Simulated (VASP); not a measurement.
TiSi2:

```
Ti Si
1.0
     1.76511   -6.75928    0.00000
     1.76511    6.75928    0.00000
     0.00000    0.00000    3.56517
Ti Si
2 4
Direct
  0.10312 0.89688 0.25000
  0.89688 0.10312 0.75000
  0.75031 0.24969 0.25000
  0.24969 0.75031 0.75000
  0.44175 0.55825 0.25000
  0.55825 0.44175 0.75000
```

The cell comes from a database or a generator and needn't be the stable form of this composition.

| Item | Value |
| --- | --- |
| Program | VASP 6.6.1 |
| Task | single point |
| Functional | PBEsol |
| Potentials or basis | VASP PAW PBE potentials, release 64 (Ti_sv, Si) |
| Cutoff | 520 eV |
| k mesh | 8 × 8 × 8 |
| Occupations | fermi-dirac, width 0.05 eV |
| Spin | no spin polarisation |

On this cell: pressure -2.0 GPa; largest force 0.203 eV/Å; band gap on the k mesh none (metal or under the smearing width).

The same run follows on a disturbed copy (atoms moved at random, drawn with an rms of 0.05 Å):

```
Ti Si
1.0
     1.76511   -6.75928    0.00000
     1.76511    6.75928    0.00000
     0.00000    0.00000    3.56517
Ti Si
2 4
Direct
  0.10025 0.90056 0.26093
  0.89333 0.10529 0.76629
  0.75621 0.25156 0.25057
  0.23701 0.74227 0.74363
  0.44489 0.55588 0.25483
  0.54995 0.43315 0.74908
```

**Question.** What does the disturbed cell give?

**Answer.** The energy (extrapolated to zero smearing) moves by +13.1 meV/atom; pressure -1.5 GPa; largest force 0.695 eV/Å; band gap on the k mesh none (metal or under the smearing width).

Forces in eV/Å, atoms in the order of the input:
```
Ti  -0.261 -0.413 -0.495
Ti  -0.072 -0.384 -0.565
Si  -0.280  0.436  0.068
Si   0.363  0.003  0.330
Si  -0.028  0.625  0.154
Si   0.279 -0.267  0.508
```

Stress tensor (GPa, compression positive):
```
-2.25  0.25  0.16
 0.25 -1.73 -0.04
 0.16 -0.04 -0.54
```

Caveats: the PAW data sets were made with another functional, which shifts forces and pressure a little.
